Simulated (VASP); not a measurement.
# Lu (Im-3m) in VASP: single point with LDA

Aim: the single point of Lu with LDA.

All numbers are computed with VASP 6.6.1; they aren't measurements. Logs are shortened: lines on timing, memory, paths and dates and some standing lists are left out, and cuts for length are marked.

### 1 The structure

Symmetry: Im-3m, No. 229, cubic system. The conventional cell has a = 3.745 Å, b = 3.745 Å, c = 3.745 Å, α = 90.00°, β = 90.00°, γ = 90.00°. Around Lu (site symmetry m-3m) lie 8 Lu at 3.24 Å.

The cell was built by a generator and needn't be a form met in nature.

### 2 Single point, LDA

Contents of INCAR:

```
ALGO = Normal
EDIFF = 1E-6
ENCUT = 520
GGA = CA
ISIF = 2
ISMEAR = -1
LASPH = True
LCHARG = True
LELF = True
LREAL = False
LVHAR = True
LWAVE = False
NBANDS = 18
NELM = 80
PREC = Accurate
SIGMA = 0.13605693000000002
```

Contents of KPOINTS:

```
k-points
0
Gamma
  12 12 12
```

Contents of POSCAR:

```
Lu
1.0
   -1.8724082711      1.8724082711      1.8724082711
    1.8724082711     -1.8724082711      1.8724082711
    1.8724082711      1.8724082711     -1.8724082711
Lu
1
Direct
    0.0000000000      0.0000000000      0.0000000000
```

Potentials or basis: VASP PAW PBE potentials, release 64 (Lu).

Launch:

```sh
$ cat potpaw_PBE.64/Lu/POTCAR > POTCAR
$ mpirun -np 1 vasp_std > vasp.out
```

OUTCAR:

```text
EDIFF = 1E-6
   ENCUT = 520
   GGA = CA
   ISIF = 2
   ISMEAR = -1
   LASPH = True
   LREAL = False
   NELM = 80
   PREC = Accurate

 ion  position               nearest neighbor table
   1  0.000  0.000  0.000-

  LATTYP: Found a body centered cubic cell.
 ALAT       =     3.7448165422

  Lattice vectors:

 A1 = (  -1.8724082711,   1.8724082711,   1.8724082711)
 A2 = (   1.8724082711,  -1.8724082711,   1.8724082711)
 A3 = (   1.8724082711,   1.8724082711,  -1.8724082711)

Analysis of symmetry for initial positions (statically):
=====================================================================
 Subroutine PRICEL returns:
 Original cell was already a primitive cell.

 Routine SETGRP: Setting up the symmetry group for a
 body centered cubic supercell.

 Subroutine GETGRP returns: Found 48 space group operations
 (whereof 48 operations were pure point group operations)
 out of a pool of 48 trial point group operations.

The static configuration has the point symmetry O_h .

Analysis of symmetry for dynamics (positions and initial velocities):
=====================================================================
 Subroutine PRICEL returns:
 Original cell was already a primitive cell.

 Routine SETGRP: Setting up the symmetry group for a
 body centered cubic supercell.

 Subroutine GETGRP returns: Found 48 space group operations
 (whereof 48 operations were pure point group operations)
 out of a pool of 48 trial point group operations.

The dynamic configuration has the point symmetry O_h .

 Subroutine INISYM returns: Found 48 space group operations
 (whereof 48 operations are pure point group operations),
 and found     1 'primitive' translations

----------------------------------------------------------------------------------------

                                     Primitive cell

  volume of cell :      26.2580

  direct lattice vectors                    reciprocal lattice vectors
    -1.872408271  1.872408271  1.872408271     0.000000000  0.267035778  0.267035778
     1.872408271 -1.872408271  1.872408271     0.267035778  0.000000000  0.267035778
     1.872408271  1.872408271 -1.872408271     0.267035778  0.267035778  0.000000000

  length of vectors
[... 68 lines left out ...]
   NGX,Y,Z   is equivalent  to a cutoff of  12.30, 12.30, 12.30 a.u.
   NGXF,Y,Z  is equivalent  to a cutoff of  24.61, 24.61, 24.61 a.u.
 SYSTEM =  unknown system
   PREC   = accura    normal or accurate (medium, high low for compatibility)
   ISTART =      0    job   : 0-new  1-cont  2-samecut
   ICHARG =      2    charge: 1-file 2-atom 10-const
   ISPIN  =      1    spin polarized calculation?
   LNONCOLLINEAR =      F non collinear calculations
   LSORBIT =      F    spin-orbit coupling
   LASPH  =      T    aspherical Exc in radial PAW
   ENCUT  =  520.0 eV  38.22 Ry    6.18 a.u.   6.03  6.03  6.03*2*pi/ulx,y,z
   NELM   =     80;   NELMIN=  2; NELMDL= -5     # of ELM steps
   EDIFF  = 0.1E-05   stopping-criterion for ELM
   LREAL  =      F    real-space projection
   EDIFFG = 0.1E-04   stopping-criterion for IOM
   NSW    =      0    number of steps for IOM
   IBRION =     -1    ionic relax: 0-MD 1-quasi-New 2-CG
   NFREE  =      0    steps in history (QN), initial steepest desc. (CG)
   ISIF   =      2    stress and relaxation
   ISYM   =      2    0-nonsym 1-usesym 2-fastsym
   POTIM  = 0.5000    time-step for ionic-motion
   TEBEG  =    0.0;   TEEND  =   0.0 temperature during run
   PSTRESS=    0.0 pullay stress
   NELECT =      25.0000    total number of electrons
   NUPDOWN=      -1.0000    fix difference up-down
   EMIN   =  10.00;   EMAX   =-10.00  energy-range for DOS
   EFERMI =   0.00;   METHOD = LEGACY
   ISMEAR =    -1;   SIGMA  =   0.14  broadening in eV -4-tet -1-fermi 0-gaus
   EFERMI_NEDOS =   21; number of points for ismear=-14 and -15
   IALGO  =     38    algorithm
   IMIX   =      4    mixing-type and parameters
     AMIX     =   0.40;   BMIX     =  1.00
     AMIX_MAG =   1.60;   BMIX_MAG =  1.00
  volume/ion in A,a.u.               =      26.26       177.20
  Fermi-wavevector in a.u.,A,eV,Ry     =   1.610526  3.043452 35.290690  2.593793
  Thomas-Fermi vector in A             =   2.706062
   LORBIT       =      0    0 simple, 1 ext, 2 COOP (PROOUT), +10 PAW based schemes
   GGA     = CA    functional components
   LHFCALC =     F    Hartree Fock is set to
   AEXX    =    0.0000 exact exchange contribution
   IVDW    =     0    specifies the selected vdW correction
   LEPSILON=     F    determine dielectric tensor
   LRPA    =     F    only Hartree local field effects (RPA)
 non-spin polarized calculation
  energy-cutoff  :      520.00
  volume of cell :       26.26
 maximum number of plane-waves:       719
   NGX = 13   NGY = 13   NGZ = 13

 number of electron      25.0000008 magnetization

 Free energy of the ion-electron system (eV)
  ---------------------------------------------------
  ext. energy  EPLUGINS =         0.00000000
  ---------------------------------------------------
  free energy    TOTEN  =        -5.09261885 eV

  energy without entropy =       -4.97551850  energy(sigma->0) =       -5.03406868

 E-fermi :   2.4827     XC(G=0): -11.5047

 val. band max:        2.4732640164   @ k =  -0.4167   0.4167   0.1667
 cond. band min:       2.5090702981   @ k =   0.4167   0.0833   0.0833
 fundamental gap:      0.0358062817
 Fermi energy:         2.4826791896

 k-point     1 :       0.0000    0.0000    0.0000
  band No.  band energies     occupation
      1     -53.3874      2.00000
      2     -23.9124      2.00000
      3     -23.9124      2.00000
      4     -23.9124      2.00000
      5      -3.8931      2.00000
      6      -2.5634      2.00000
[... 481 lines left out ...]
      5      -2.5398      2.00000
      6      -2.5363      2.00000
[... 10 lines left out ...]
     17      10.8348      0.00000
     18      10.8457      0.00000

 [... further k-points ...]
[... 5 lines left out ...]
  --------------------------------------------------------------------------------------
  -------------------------------------------------------------------------------------
  Total        0.0617818      0.0617818      0.0617818      0.0000000      0.0000000      0.0000000
  in kB        3.7697243      3.7697243      3.7697243      0.0000000      0.0000000      0.0000000
  external PRESSURE =       3.7697243 kB  Pullay stress =       0.0000000 kB

 VOLUME and BASIS-vectors are now :
 -----------------------------------------------------------------------------
  energy-cutoff  :      520.00
  volume of cell :       26.26
      direct lattice vectors                 reciprocal lattice vectors
    -1.872408271  1.872408271  1.872408271     0.000000000  0.267035778  0.267035778
     1.872408271 -1.872408271  1.872408271     0.267035778  0.000000000  0.267035778
     1.872408271  1.872408271 -1.872408271     0.267035778  0.267035778  0.000000000

 POSITION                                       TOTAL-FORCE (eV/Angst)
 -----------------------------------------------------------------------------------
      0.00000      0.00000      0.00000        -0.000000     -0.000000      0.000000
 -----------------------------------------------------------------------------------
    total drift:                                0.000000      0.000000      0.000000

  FREE ENERGIE OF THE ION-ELECTRON SYSTEM (eV)
  ---------------------------------------------------
  free  energy   TOTEN  =        -5.0926188480 eV

  energy  without entropy=       -4.9755185042  energy(sigma->0) =       -5.03406868
```

OSZICAR:

```text
N       E                     dE             d eps       ncg     rms          rms(c)
DAV:   1     0.789889528413E+02    0.78989E+02   -0.10192E+04  3180   0.466E+03
DAV:   2     0.632452180433E+00   -0.78357E+02   -0.76686E+02  2662   0.351E+02
DAV:   3    -0.505429871764E+01   -0.56868E+01   -0.56414E+01  2914   0.734E+01
DAV:   4    -0.524979490387E+01   -0.19550E+00   -0.19473E+00  3542   0.114E+01
DAV:   5    -0.525469085470E+01   -0.48960E-02   -0.48914E-02  3092   0.152E+00    0.381E+00
DAV:   6    -0.511314439421E+01    0.14155E+00   -0.52105E-01  4236   0.140E+01    0.150E+00
DAV:   7    -0.509526230483E+01    0.17882E-01   -0.34947E-02  3580   0.163E+00    0.435E-01
DAV:   8    -0.509249751197E+01    0.27648E-02   -0.73657E-03  4068   0.700E-01    0.917E-02
DAV:   9    -0.509261387190E+01   -0.11636E-03   -0.59187E-04  3026   0.276E-01    0.614E-02
DAV:  10    -0.509261844027E+01   -0.45684E-05   -0.10037E-04  3106   0.880E-02    0.119E-02
DAV:  11    -0.509261884798E+01   -0.40772E-06   -0.50007E-06  2912   0.220E-02
   1 F= -.50926188E+01 E0= -.50340687E+01  d E =-.117100E+00
```

stdout:

```text
POSCAR found type information on POSCAR Lu
 POSCAR found :  1 types and       1 ions
 scaLAPACK will be used
 -----------------------------------------------------------------------------
|                                                                             |
|                                                                             |
|     You enforced a specific xc type in the INCAR file but a different       |
|     I HOPE YOU KNOW WHAT YOU ARE DOING!                                     |
|                                                                             |
 -----------------------------------------------------------------------------

 LDA part: xc-table for (Slater(with rela. corr.)+CA(PZ))
 , standard interpolation
 POSCAR, INCAR and KPOINTS ok, starting setup
 FFT: planning ... GRIDC
 FFT: planning ... GRID_SOFT
 FFT: planning ... GRID
 WAVECAR not read
 entering main loop
```

Wall time 8.8 s (1 thread of Intel Xeon 6975P-C (Granite Rapids), shared host); peak memory 0.16 GiB.

What came out:

```
Free energy            : -5.0926 eV
Pressure               : 0.4 GPa
Band gap on the k mesh : none (metal or under the smearing width)
```

Caveat: the PAW data sets were made with another functional, which shifts forces and pressure a little. The run has no spin-orbit coupling, so splittings on Lu are missing.
